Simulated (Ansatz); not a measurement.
# C (Fd-3m) in Ansatz: convergence with wavefunction cutoff

Aim: find how far wavefunction cutoff must go before the results for C settle, at r2SCAN. This setting moves, with any that are tied to it; all else stays.

All numbers are computed with Ansatz 0.2.0; they aren't measurements. Logs are shortened: lines on timing, memory, paths and dates and some standing lists are left out, and cuts for length are marked.

## (1) The crystal as given

It takes space group Fd-3m (No. 227, cubic). Conventional cell: a = 3.567 Å, b = 3.567 Å, c = 3.567 Å, α = 90.00°, β = 90.00°, γ = 90.00°. Around C (site symmetry -43m) lie 4 C at 1.54 Å.

This isn't the form of C at room conditions, which is graphite.

## (2) With wavefunction cutoff 200 eV

Input file input.yaml:

```yaml
crystal:
  lattice:
    - [0.0, 1.78337, 1.78337]
    - [1.78337, 0.0, 1.78337]
    - [1.78337, 1.78337, 0.0]
  atoms:
    - { symbol: C, position: [0.75, 0.75, 0.75] }
    - { symbol: C, position: [0.5, 0.5, 0.5] }
hamiltonian:
  xc: r2scan
  pseudopotentials: { kind: paw }
kpoints:
  mp_grid: { grid: [11, 11, 11] }
scf:
  occupations: { method: gaussian, width: 0.05 }
output:
  forces: true
  stress: true
  eigenvalues: true
basis:
  ecutwfc: "200 eV"
```

Potentials or basis: Ansatz PAW.

Run with:

```sh
$ ansatz run input.yaml --threads 2 --pin off --max-ram 5632MiB --backend cpu --events-out ev --progress --plain --runs-dir out
```

It took 0.92 s on 2 threads of Intel Xeon at 2.50GHz (Skylake/Cascade Lake), shared host; peak memory 0.26 GiB.

Results:

* Free energy: -499.9715 eV
* Pressure: 38.8 GPa
* Band gap on the k mesh: 3.49 eV, indirect (least direct gap 5.58 eV)

## (3) With wavefunction cutoff 250 eV

Changes to input.yaml since step 2:

```diff
@@ -20,2 +20,2 @@
 basis:
-  ecutwfc: "200 eV"
+  ecutwfc: "250 eV"
```

Potentials or basis: Ansatz PAW.

Run with:

```sh
$ ansatz run input.yaml --threads 2 --pin off --max-ram 5632MiB --backend cpu --events-out ev --progress --plain --runs-dir out
```

It took 0.96 s on 2 threads of Intel Xeon at 2.50GHz (Skylake/Cascade Lake), shared host; peak memory 0.27 GiB.

Results:

- Free energy: -502.3558 eV
- Pressure: 10.6 GPa
- Band gap on the k mesh: 4.41 eV, indirect (least direct gap 6.08 eV)

## (4) With wavefunction cutoff 300 eV

Changes to input.yaml since step 3:

```diff
@@ -20,2 +20,2 @@
 basis:
-  ecutwfc: "250 eV"
+  ecutwfc: "300 eV"
```

Run with:

```sh
$ ansatz run input.yaml --threads 2 --pin off --max-ram 5632MiB --backend cpu --events-out ev --progress --plain --runs-dir out
```

It took 0.99 s on 2 threads of Intel Xeon at 2.50GHz (Skylake/Cascade Lake), shared host; peak memory 0.27 GiB.

Results:

- Free energy: -502.9287 eV
- Pressure: -2.3 GPa
- Band gap on the k mesh: 4.33 eV, indirect (least direct gap 5.88 eV)

## (5) With wavefunction cutoff 350 eV

Changes to input.yaml since step 4:

```diff
@@ -20,2 +20,2 @@
 basis:
-  ecutwfc: "300 eV"
+  ecutwfc: "350 eV"
```

Run with:

```sh
$ ansatz run input.yaml --threads 2 --pin off --max-ram 5632MiB --backend cpu --events-out ev --progress --plain --runs-dir out
```

Run time: 1.1 s. Hardware: 2 threads of Intel Xeon at 2.50GHz (Skylake/Cascade Lake), shared host; peak memory 0.28 GiB.

Results:

| Property | Result |
| --- | --- |
| Free energy | -503.0642 eV |
| Pressure | -3.1 GPa |
| Band gap on the k mesh | 4.35 eV, indirect (least direct gap 5.89 eV) |

## (6) With wavefunction cutoff 400 eV

Changes to input.yaml since step 5:

```diff
@@ -20,2 +20,2 @@
 basis:
-  ecutwfc: "350 eV"
+  ecutwfc: "400 eV"
```

Potentials or basis: Ansatz PAW.

Run with:

```sh
$ ansatz run input.yaml --threads 2 --pin off --max-ram 5632MiB --backend cpu --events-out ev --progress --plain --runs-dir out
```

Run time: 1.5 s. Hardware: 2 threads of Intel Xeon at 2.50GHz (Skylake/Cascade Lake), shared host; peak memory 0.29 GiB.

It converged, with:

```
Free energy            : -503.1016 eV
Pressure               : -2.5 GPa
Band gap on the k mesh : 4.34 eV, indirect (least direct gap 5.88 eV)
```

## (7) With wavefunction cutoff 450 eV

Changes to input.yaml since step 6:

```diff
@@ -20,2 +20,2 @@
 basis:
-  ecutwfc: "400 eV"
+  ecutwfc: "450 eV"
```

Run with:

```sh
$ ansatz run input.yaml --threads 2 --pin off --max-ram 5632MiB --backend cpu --events-out ev --progress --plain --runs-dir out
```

Wall time 1.5 s (2 threads of Intel Xeon at 2.50GHz (Skylake/Cascade Lake), shared host); peak memory 0.29 GiB.

The run converged. Its results:

```yaml
Free_energy: -503.1099 eV
Pressure: -2.4 GPa
Band_gap_on_the_k_mesh: 4.35 eV, indirect (least direct gap 5.88 eV)
```

## (8) With wavefunction cutoff 500 eV

Changes to input.yaml since step 7:

```diff
@@ -20,2 +20,2 @@
 basis:
-  ecutwfc: "450 eV"
+  ecutwfc: "500 eV"
```

Run with:

```sh
$ ansatz run input.yaml --threads 2 --pin off --max-ram 5632MiB --backend cpu --events-out ev --progress --plain --runs-dir out
```

Run time: 1.6 s. Hardware: 2 threads of Intel Xeon at 2.50GHz (Skylake/Cascade Lake), shared host; peak memory 0.3 GiB.

The run converged. Its results:

```
Free energy            : -503.1110 eV
Pressure               : -2.4 GPa
Band gap on the k mesh : 4.35 eV, indirect (least direct gap 5.88 eV)
```

## (9) With wavefunction cutoff 600 eV

Changes to input.yaml since step 8:

```diff
@@ -20,2 +20,2 @@
 basis:
-  ecutwfc: "500 eV"
+  ecutwfc: "600 eV"
```

Potentials or basis: Ansatz PAW.

Run with:

```sh
$ ansatz run input.yaml --threads 2 --pin off --max-ram 5632MiB --backend cpu --events-out ev --progress --plain --runs-dir out
```

Wall time 2.1 s (2 threads of Intel Xeon at 2.50GHz (Skylake/Cascade Lake), shared host); peak memory 0.33 GiB.

Results (log left out):

- Free energy: -503.1133 eV
- Pressure: -2.5 GPa
- Band gap on the k mesh: 4.35 eV, indirect (least direct gap 5.88 eV)

## (10) With wavefunction cutoff 800 eV

Changes to input.yaml since step 9:

```diff
@@ -20,2 +20,2 @@
 basis:
-  ecutwfc: "600 eV"
+  ecutwfc: "800 eV"
```

Potentials or basis: Ansatz PAW.

Run with:

```sh
$ ansatz run input.yaml --threads 2 --pin off --max-ram 5632MiB --backend cpu --events-out ev --progress --plain --runs-dir out
```

Log:

```text
Warning: RAYON_NUM_THREADS=2 ignored (pool sized by the plan → 2); use --threads N
Engine: ansatz 0.2.0, x86_64-unknown-linux-gnu
Pseudopotentials: kind: paw
Pseudopotential: C, paw, valence charge 4, recommended cutoff 500 eV (meta_gga), C.paw.azcp
Functional definition: r2SCAN
  parameter k0 = 0.174
  parameter k1 = 0.065
  parameter a1 = 4.9479
  exchange = r2scan_x(k0 = k0, k1 = k1, a1 = a1)
  correlation = r2scan_c
Crystal: 2 atoms, lattice volume = 11.344 Å³
Basis set: ecut = 800 eV, 561 PW (Γ), exchange–correlation on 96×96×96 points (64 copies of the dense FFT grid, shifted against one another)
Bands: 8, of which v1, the nominal top of the filled ones, is band 4 counted from 1 (3 counted from 0)
Symmetry: 48 space group operations
Space group: Fd-3m (ITA 227), of the structure as read, at distance tolerance 2.2e-5 Å
k-points: 56 of 1331
Non-local potential: C, projectors of the file, l = 0: 2, l = 1: 2, l = 2: 1
PAW form: soft (Blöchl's): semilocal exchange-correlation on the pseudo side does not see the compensation charge
PAW frozen core: C, regenerated for the run's functional (the file was generated under x = pbe(κ = 0.804, μ = 0.2195149727645171), c = pbe(β = 0.06672455060314922))
PAW one-centre angular grid: C, 302 points (default); XC on 239 of its mesh's 2573 points in the sphere
Initial density: superposition of atomic densities (neutral atoms: chi_scale 0, normalization atom), corrected by the library's trained network
Initial wavefunctions: pseudopotential atomic-orbital guess
Functional: x = r2scan, c = r2scan; τ floored in thin density (d = 2e-4 eV/Å³)
SCF iter   1: F=—  HF=-503.059613 eV  |F-HF|=—  |Δ(HF+E_count)|=         —  Δρ=9.23e-3  dr2=2.52e-3  dr2_τ=3.80e-1  ethr=1.77e-3  ⟨swp⟩=5.1  Hψ=3012  notcnv=0
preconditioner: auto → none  [insulator: Δε(μ)=4.291 eV  Ē_g=20.785 eV  σ=0.050 eV  W_gap=1.00  n_scr=0 (ndim 8)  ℏωp=31.2 eV  f_vac=0.000  D(μ)=0.00/eV (n_scr^D=0)  ε∞_Penn≈3.3]
SCF iter   2: F=—  HF=-503.115576 eV  |F-HF|=—  |Δ(HF+E_count)|=   5.60e-2  Δρ=5.75e-3  dr2=1.01e-3  dr2_τ=5.96e-5  ethr=3.15e-5  ⟨swp⟩=2.0  Hψ=1344  notcnv=0
SCF iter   3: F=—  HF=-503.115579 eV  |F-HF|=—  |Δ(HF+E_count)|=   2.59e-6  Δρ=1.87e-3  dr2=1.18e-4  dr2_τ=2.13e-5  ethr=1.27e-5  ⟨swp⟩=2.0  Hψ=636  notcnv=0
SCF iter   4: F=—  HF=-503.115613 eV  |F-HF|=—  |Δ(HF+E_count)|=   3.41e-5  Δρ=3.77e-4  dr2=4.79e-6  dr2_τ=2.68e-7  ethr=1.48e-6  ⟨swp⟩=1.6  Hψ=551  notcnv=0
SCF iter   5: F=—  HF=-503.115616 eV  |F-HF|=—  |Δ(HF+E_count)|=   2.69e-6  Δρ=9.16e-5  dr2=2.86e-7  dr2_τ=3.18e-8  ethr=5.99e-8  ⟨swp⟩=1.3  Hψ=491  notcnv=0
SCF iter   6: F=-503.115616 eV  HF=-503.115616 eV  |F-HF|=8.28e-10  |Δ(HF+E_count)|=   1.62e-7  Δρ=5.89e-6  dr2=1.15e-9  dr2_τ=1.45e-10  ethr=1.25e-9  ⟨swp⟩=5.3  Hψ=2260  notcnv=0
SCF 1 converged in 6 iterations: F = -503.115616 eV  dr2 = 1.15e-9
SCF converged after 6 iterations
Free energy (F): -503.115616 eV
Harris-Foulkes:  -503.115616 eV  (|F-HF|=8.28e-10)
Internal energy: -503.115616 eV  (E = F + TS)
E sigma→0 (E₀):  -503.115616 eV
Fermi energy:    15.461919 eV
--- Per-component energies (eV) ---
  E_band       = 30.259652
  E_kinetic    = 184.202229
  E_local      = -121.133729  (includes V_loc(G=0)·N_el)
  E_nonlocal   = 52.441452
  E_hartree    = 26.679266
  E_xc         = -95.880064
  E_vxc        = -132.493652  (∫ρ·V_xc dr)
  E_paw        = -201.413859  (= ΣΔE_a)
  E_vpaw       = -13.109498  (= ΣTr[D̂ρ^β])
  E_aug_tail   = 0.000001  (compensation charges beyond the density's cutoff)
  E_vtau       = 6.994400  (kinetic-family band-sum trace: ∫τ·v_τ [+ j·A + Jᵃ·Aᵃ] dr)
  E_ewald      = -347.961363
  E_core_change = -0.049547  (= ΣΔE_core)
  E_smearing   = -0.000000  (= −TS)
  E_closure    = -0.000000  (closes the sum)
  Σ components = -503.115616   (vs F -503.115616, Δ=0.00e0)
--- Forces (eV/Å), atoms counted from 1 ---
  atom   1  C     -0.00000000     0.00000000    -0.00000000
  atom   2  C     -0.00000000     0.00000000    -0.00000000
  max |Σ_I F_I| component: 1.11e-16 eV/Å
--- Stress (GPa, compression-positive) ---
       -2.532330      -0.000000       0.000000
        0.000000      -2.532330      -0.000000
        0.000000      -0.000000      -2.532330
  P = ⅓ Tr σ = -2.5323 GPa (-25.323 kbar)
--- Band table (eV; the first three rows and the last of 56) ---
  k-point 0: bands = ["-9.3849", "13.2876", "13.2876", "13.2876", "19.1674", "19.1674", "19.1674", "27.0591"]
  k-point 1: bands = ["-9.1461", "11.7650", "12.8868", "12.8868", "19.6942", "19.6942", "20.0347", "27.3056"]
  k-point 2: bands = ["-8.4334", "8.7537", "12.0563", "12.0563", "20.7793", "20.7793", "21.2131", "28.0068"]
  k-point 55: bands = ["-0.2374", "1.0271", "3.9856", "5.6124", "22.9507", "25.2742", "26.5397", "26.9581"]
```

Run time: 2.3 s. Hardware: 2 threads of Intel Xeon at 2.50GHz (Skylake/Cascade Lake), shared host; peak memory 0.34 GiB.

Results:

```
Free energy            : -503.1156 eV
Pressure               : -2.5 GPa
Band gap on the k mesh : 4.35 eV, indirect (least direct gap 5.88 eV)
```

## (11) The series at a glance

| wavefunction cutoff | energy less the tightest run, at zero smearing (meV/atom) | pressure (GPa) | gap on the mesh (eV) | SCF cycles | CPU time (s) | peak memory (GiB) |
| --- | --- | --- | --- | --- | --- | --- |
| 200 eV | 1572.08 | 38.85 | 3.493 | 6 | 1.3 | 0.26 |
| 250 eV | 379.92 | 10.59 | 4.413 | 6 | 1.5 | 0.27 |
| 300 eV | 93.47 | -2.35 | 4.325 | 6 | 1.5 | 0.27 |
| 350 eV | 25.69 | -3.08 | 4.353 | 6 | 1.7 | 0.28 |
| 400 eV | 7.02 | -2.52 | 4.345 | 6 | 2.2 | 0.29 |
| 450 eV | 2.88 | -2.41 | 4.349 | 6 | 2.2 | 0.29 |
| 500 eV | 2.29 | -2.42 | 4.349 | 6 | 2.5 | 0.3 |
| 600 eV | 1.17 | -2.51 | 4.349 | 6 | 3.3 | 0.33 |
| 800 eV | 0.00 | -2.53 | 4.349 | 6 | 3.8 | 0.34 |

Against the tightest run, the pressure stays within 0.1 GPa from 600 eV on; the gap on the mesh stays within 0.01 eV from 350 eV on. Not settled before the last step: the energy (to 1 meV/atom). The tightest run that finished is the yardstick and may itself not be fully converged.

Caveats: odd divisions of the mesh miss points on the zone boundary, where band edges often lie, so the gap on the mesh can be too wide; the PAW data sets come from PBE, with cores solved anew for the run's functional, which leaves a small shift of forces and pressure.
